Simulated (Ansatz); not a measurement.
# PbS (P1) in Ansatz: convergence with k mesh

Aim: find how far k mesh must go before the results for PbS settle, at r2SCAN. This setting moves, with any that are tied to it; all else stays.

Everything below comes from runs of Ansatz 0.2.0. Logs are shortened: lines on timing, memory, paths and dates and some standing lists are left out, and cuts for length are marked.

## (1) The cell of the first run

The typed cell holds 2 atoms: a = 4.090 Å, b = 4.090 Å, c = 3.788 Å, α = 90.00°, β = 90.00°, γ = 120.00°.

The cell comes from a database or a generator and needn't be the stable form of this composition.

The cell isn't the ideal one: atoms moved at random, drawn with an rms of 0.05 Å.

## (2) With k mesh 2 × 2 × 2

Input file input.yaml:

```yaml
crystal:
  lattice:
    - [4.0896976867, 0.0, 0.0]
    - [-2.0448488433, 3.5417820905, 0.0]
    - [0.0, 0.0, 3.788167]
  atoms:
    - { symbol: Pb, position: [0.009144, 0.003128, -0.001818] }
    - { symbol: S, position: [0.649399, 0.318909, 0.504366] }
hamiltonian:
  xc: r2scan
  pseudopotentials: { kind: paw }
kpoints:
  mp_grid: { grid: [2, 2, 2] }
scf:
  occupations: { method: cold, width: 0.05 }
output:
  forces: true
  stress: true
  eigenvalues: true
```

Potentials or basis: Ansatz PAW.

On the command line:

```
> ansatz run input.yaml --threads 2 --pin off --max-ram 5632MiB --backend cpu --events-out ev --progress --plain --runs-dir out
```

Wall time 3.9 s (2 threads of Intel Xeon at 2.50GHz (Skylake/Cascade Lake), shared host); peak memory 0.42 GiB.

Results:

```
Free energy            : -12827.4805 eV
Pressure               : -0.7 GPa
Largest force          : 0.153 eV/Å
Band gap on the k mesh : 1.08 eV, direct
```

## (3) With k mesh 3 × 3 × 3

Edit input.yaml of step 2 so:

```diff
@@ -12,3 +12,3 @@
 kpoints:
-  mp_grid: { grid: [2, 2, 2] }
+  mp_grid: { grid: [3, 3, 3] }
 scf:
```

Potentials or basis: Ansatz PAW.

On the command line:

```
> ansatz run input.yaml --threads 2 --pin off --max-ram 5632MiB --backend cpu --events-out ev --progress --plain --runs-dir out
```

Wall time 5 s (2 threads of Intel Xeon at 2.50GHz (Skylake/Cascade Lake), shared host); peak memory 0.44 GiB.

What came out:

- Free energy: -12827.7756 eV
- Pressure: -1.4 GPa
- Largest force: 0.185 eV/Å
- Band gap on the k mesh: 0.82 eV, indirect (least direct gap 2.08 eV)

## (4) With k mesh 4 × 4 × 4

Edit input.yaml of step 3 so:

```diff
@@ -12,3 +12,3 @@
 kpoints:
-  mp_grid: { grid: [3, 3, 3] }
+  mp_grid: { grid: [4, 4, 4] }
 scf:
```

On the command line:

```
> ansatz run input.yaml --threads 2 --pin off --max-ram 5632MiB --backend cpu --events-out ev --progress --plain --runs-dir out
```

Run time: 9.8 s. Hardware: 2 threads of Intel Xeon at 2.50GHz (Skylake/Cascade Lake), shared host; peak memory 0.46 GiB.

What came out:

```
Free energy            : -12827.7152 eV
Pressure               : -0.8 GPa
Largest force          : 0.158 eV/Å
Band gap on the k mesh : 0.28 eV, indirect (least direct gap 1.23 eV)
```

## (5) With k mesh 6 × 6 × 5

Edit input.yaml of step 4 so:

```diff
@@ -12,3 +12,3 @@
 kpoints:
-  mp_grid: { grid: [4, 4, 4] }
+  mp_grid: { grid: [6, 6, 5] }
 scf:
```

On the command line:

```
> ansatz run input.yaml --threads 2 --pin off --max-ram 5632MiB --backend cpu --events-out ev --progress --plain --runs-dir out
```

Wall time 22 s (2 threads of Intel Xeon at 2.50GHz (Skylake/Cascade Lake), shared host); peak memory 0.52 GiB.

What came out:

- Free energy: -12827.7257 eV
- Pressure: -0.8 GPa
- Largest force: 0.157 eV/Å
- Band gap on the k mesh: 0.17 eV, indirect (least direct gap 2.07 eV)

## (6) With k mesh 7 × 7 × 6

Edit input.yaml of step 5 so:

```diff
@@ -12,3 +12,3 @@
 kpoints:
-  mp_grid: { grid: [6, 6, 5] }
+  mp_grid: { grid: [7, 7, 6] }
 scf:
```

Potentials or basis: Ansatz PAW.

On the command line:

```
> ansatz run input.yaml --threads 2 --pin off --max-ram 5632MiB --backend cpu --events-out ev --progress --plain --runs-dir out
```

Wall time 23 s (2 threads of Intel Xeon at 2.50GHz (Skylake/Cascade Lake), shared host); peak memory 0.56 GiB.

It converged, with:

| Property | Result |
| --- | --- |
| Free energy | -12827.7216 eV |
| Pressure | -0.9 GPa |
| Largest force | 0.147 eV/Å |
| Band gap on the k mesh | none (metal or under the smearing width) |

## (7) With k mesh 9 × 9 × 8

Edit input.yaml of step 6 so:

```diff
@@ -12,3 +12,3 @@
 kpoints:
-  mp_grid: { grid: [7, 7, 6] }
+  mp_grid: { grid: [9, 9, 8] }
 scf:
```

On the command line:

```
> ansatz run input.yaml --threads 2 --pin off --max-ram 5632MiB --backend cpu --events-out ev --progress --plain --runs-dir out
```

Run time: 51 s. Hardware: 2 threads of Intel Xeon at 2.50GHz (Skylake/Cascade Lake), shared host; peak memory 0.73 GiB.

Results (log left out):

```
Free energy            : -12827.7241 eV
Pressure               : -0.9 GPa
Largest force          : 0.153 eV/Å
Band gap on the k mesh : none (metal or under the smearing width)
```

## (8) With k mesh 10 × 10 × 10

Edit input.yaml of step 7 so:

```diff
@@ -12,3 +12,3 @@
 kpoints:
-  mp_grid: { grid: [9, 9, 8] }
+  mp_grid: { grid: [10, 10, 10] }
 scf:
```

On the command line:

```
> ansatz run input.yaml --threads 2 --pin off --max-ram 5632MiB --backend cpu --events-out ev --progress --plain --runs-dir out
```

Wall time 73 s (2 threads of Intel Xeon at 2.50GHz (Skylake/Cascade Lake), shared host); peak memory 0.9 GiB.

It converged, with:

| Quantity | Value |
| --- | --- |
| Free energy | -12827.7234 eV |
| Pressure | -1.0 GPa |
| Largest force | 0.153 eV/Å |
| Band gap on the k mesh | none (metal or under the smearing width) |

## (9) With k mesh 12 × 12 × 12

Edit input.yaml of step 8 so:

```diff
@@ -12,3 +12,3 @@
 kpoints:
-  mp_grid: { grid: [10, 10, 10] }
+  mp_grid: { grid: [12, 12, 12] }
 scf:
```

Potentials or basis: Ansatz PAW.

On the command line:

```
> ansatz run input.yaml --threads 2 --pin off --max-ram 5632MiB --backend cpu --events-out ev --progress --plain --runs-dir out
```

Standard output:

```text
Warning: RAYON_NUM_THREADS=2 ignored (pool sized by the plan → 2); use --threads N
Engine: ansatz 0.2.0, x86_64-unknown-linux-gnu
Pseudopotentials: kind: paw
Pseudopotential: Pb, paw, valence charge 14, recommended cutoff 500 eV (meta_gga), Pb.paw.azcp
Pseudopotential: S, paw, valence charge 6, recommended cutoff 500 eV (meta_gga), S.paw.azcp
Functional definition: r2SCAN
  parameter k0 = 0.174
  parameter k1 = 0.065
  parameter a1 = 4.9479
  exchange = r2scan_x(k0 = k0, k1 = k1, a1 = a1)
  correlation = r2scan_c
Crystal: 2 atoms, lattice volume = 54.871 Å³
Basis set: ecut = 500 eV, 1387 PW (Γ), exchange–correlation on 120×120×120 points (64 copies of the dense FFT grid, shifted against one another)
Bands: 14, of which v1, the nominal top of the filled ones, is band 10 counted from 1 (9 counted from 0)
Symmetry: 1 space group operations
Space group: P1 (ITA 1), of the structure as read, at distance tolerance 3.8e-5 Å
k-points: 868 of 1728 (time reversal used)
Non-local potential: Pb, projectors of the file, l = 0: 2, l = 1: 2, l = 2: 2, l = 3: 2
Non-local potential: S, projectors of the file, l = 0: 2, l = 1: 2, l = 2: 2
PAW form: soft (Blöchl's): semilocal exchange-correlation on the pseudo side does not see the compensation charge
PAW frozen core: Pb, regenerated for the run's functional (the file was generated under x = pbe(κ = 0.804, μ = 0.2195149727645171), c = pbe(β = 0.06672455060314922))
PAW frozen core: S, regenerated for the run's functional (the file was generated under x = pbe(κ = 0.804, μ = 0.2195149727645171), c = pbe(β = 0.06672455060314922))
PAW one-centre angular grid: Pb, 590 points (default); XC on 160 Gauss nodes
PAW one-centre angular grid: S, 302 points (default); XC on 160 Gauss nodes
Initial density: superposition of atomic densities (neutral atoms: chi_scale 0, normalization atom), corrected by the library's trained network
Initial wavefunctions: pseudopotential atomic-orbital guess
Functional: x = r2scan, c = r2scan; τ floored in thin density (d = 2e-4 eV/Å³)
SCF iter   1: F=—  HF=-12827.716926 eV  |F-HF|=—  |Δ(HF+E_count)|=         —  Δρ=6.05e-3  dr2=1.58e-2  dr2_τ=3.24e-3  ethr=1.77e-3  ⟨swp⟩=6.6  Hψ=75879  notcnv=0
preconditioner: auto → none  [insulator: Δε(μ)=0.087 eV  Ē_g=16.102 eV  σ=0.050 eV  W_gap=0.89  n_scr=8 (ndim 8)  ℏωp=22.4 eV  f_vac=0.003  D(μ)=0.04/eV (n_scr^D=0)  ε∞_Penn≈2.9]
SCF iter   2: F=—  HF=-12827.722787 eV  |F-HF|=—  |Δ(HF+E_count)|=   5.86e-3  S|Δr|=    0.00e0  Δρ=2.00e-3  dr2=1.54e-3  dr2_τ=1.12e-4  ethr=7.88e-5  ⟨swp⟩=2.0  Hψ=31248  notcnv=0
SCF iter   3: F=—  HF=-12827.723019 eV  |F-HF|=—  |Δ(HF+E_count)|=   2.32e-4  S|Δr|=    0.00e0  Δρ=6.08e-4  dr2=1.34e-4  dr2_τ=4.76e-6  ethr=7.69e-6  ⟨swp⟩=2.0  Hψ=20335  notcnv=0
SCF iter   4: F=—  HF=-12827.723065 eV  |F-HF|=—  |Δ(HF+E_count)|=   4.65e-5  S|Δr|=    0.00e0  Δρ=8.26e-5  dr2=2.73e-6  dr2_τ=1.69e-7  ethr=6.69e-7  ⟨swp⟩=2.9  Hψ=21338  notcnv=0
SCF iter   5: F=—  HF=-12827.723067 eV  |F-HF|=—  |Δ(HF+E_count)|=   1.44e-6  S|Δr|=    0.00e0  Δρ=3.21e-5  dr2=4.52e-7  dr2_τ=2.19e-8  ethr=1.37e-8  ⟨swp⟩=2.0  Hψ=20830  notcnv=0
SCF iter   6: F=-12827.723067 eV  HF=-12827.723067 eV  |F-HF|=1.91e-8  |Δ(HF+E_count)|=   5.93e-8  S|Δr|=    0.00e0  Δρ=5.00e-6  dr2=2.33e-8  dr2_τ=1.98e-9  ethr=5.00e-10  ⟨swp⟩=6.8  Hψ=64148  notcnv=0
SCF 1 converged in 6 iterations: F = -12827.723067 eV  dr2 = 2.33e-8
SCF converged after 6 iterations
Stability not checked: this state was not tested for a lower state beside it, because cold or Methfessel-Paxton smearing, or corrected tetrahedra, fill the levels in a way that the test cannot read (fill_not_monotonic; see scf.lower_state_search)
Free energy (F): -12827.723067 eV
Harris-Foulkes:  -12827.723067 eV  (|F-HF|=1.91e-8)
Internal energy: -12827.723065 eV  (E = F + TS)
E sigma→0 (E₀):  -12827.723066 eV
Entropy (-TS):   -0.000002 eV (-0.001 meV/atom)
Fermi energy:    7.525736 eV
--- Per-component energies (eV) ---
  E_band       = -79.509667
  E_kinetic    = 391.803158
  E_local      = -1276.423678  (includes V_loc(G=0)·N_el)
  E_nonlocal   = 379.016714
  E_hartree    = 497.008690
  E_xc         = -300.244705
  E_vxc        = -239.522377  (∫ρ·V_xc dr)
  E_paw        = -11040.192871  (= ΣΔE_a)
  E_vpaw       = -343.328731  (= ΣTr[D̂ρ^β])
  E_aug_tail   = 0.000020  (compensation charges beyond the density's cutoff)
  E_vtau       = 14.930426  (kinetic-family band-sum trace: ∫τ·v_τ [+ j·A + Jᵃ·Aᵃ] dr)
  E_ewald      = -1479.546129
  E_core_change = 0.855736  (= ΣΔE_core)
  E_smearing   = -0.000002  (= −TS)
  E_closure    = 0.000000  (closes the sum)
  Σ components = -12827.723067   (vs F -12827.723067, Δ=0.00e0)
--- Forces (eV/Å), atoms counted from 1 ---
  atom   1  Pb    -0.11138737    -0.09834999    -0.03444514
  atom   2  S      0.11140070     0.09836508     0.03444572
  max |Σ_I F_I| component: 1.51e-5 eV/Å
--- Stress (GPa, compression-positive) ---
       -0.995998      -0.110513      -0.049055
       -0.110513      -0.850474      -0.038069
       -0.049055      -0.038069      -0.722039
  P = ⅓ Tr σ = -0.8562 GPa (-8.562 kbar)
--- Band table (eV; the first three rows and the last of 868) ---
  k-point 0: bands = ["-10.0411", "-10.0104", "-10.0052", "-9.9167", "-9.8994", "-6.1912", "1.0115", "5.2528", "5.6055", "5.9043", "11.0187", "11.5350", "13.2396", "14.4933"]
  k-point 1: bands = ["-10.0349", "-10.0098", "-10.0029", "-9.9196", "-9.9028", "-6.1379", "0.8198", "5.3612", "5.6486", "5.9342", "11.0640", "11.5558", "13.0787", "14.5297"]
  k-point 2: bands = ["-10.0220", "-10.0081", "-9.9925", "-9.9276", "-9.9120", "-5.9824", "0.3217", "5.6423", "5.7782", "6.0174", "11.1923", "11.6040", "12.3598", "15.0983"]
  k-point 867: bands = ["-10.0483", "-10.0165", "-9.9664", "-9.9461", "-9.8727", "-4.4373", "-0.0510", "3.3801", "3.4896", "5.9986", "9.8292", "10.5198", "10.6160", "16.3931"]
```

It took 1.9 min on 2 threads of Intel Xeon at 2.50GHz (Skylake/Cascade Lake), shared host; peak memory 1.2 GiB.

What came out:

```
Free energy            : -12827.7231 eV
Pressure               : -0.9 GPa
Largest force          : 0.153 eV/Å
Band gap on the k mesh : none (metal or under the smearing width)
```

## (10) The series at a glance

```tsv
k mesh	energy less the tightest run, at zero smearing (meV/atom)	pressure (GPa)	largest force (eV/Å)	gap on the mesh (eV)	SCF cycles	CPU time (s)	peak memory (GiB)
2 × 2 × 2	121.28	-0.66	0.153	1.081	7	7	0.42
3 × 3 × 3	-26.29	-1.37	0.185	0.825	6	9	0.44
4 × 4 × 4	3.95	-0.80	0.158	0.275	9	18	0.46
6 × 6 × 5	-1.31	-0.84	0.157	0.172	10	43	0.52
7 × 7 × 6	0.70	-0.88	0.147	0.000	7	45	0.56
9 × 9 × 8	-0.51	-0.90	0.153	0.000	7	95	0.73
10 × 10 × 10	-0.15	-0.97	0.153	0.000	7	140	0.9
12 × 12 × 12	0.00	-0.86	0.153	0.000	6	220	1.2
```

Against the tightest run, the energy stays within 1 meV/atom from 7 × 7 × 6 on; the largest force stays within 0.005 eV/Å from 9 × 9 × 8 on; the gap on the mesh stays within 0.01 eV from 7 × 7 × 6 on. Not settled before the last step: the pressure (to 0.1 GPa). Meshes of other sizes hit other points, so gaps and Fermi surfaces needn't settle smoothly. The tightest run that finished is the yardstick and may itself not be fully converged.

Caveats: the PAW data sets come from PBE, with cores solved anew for the run's functional, which leaves a small shift of forces and pressure.
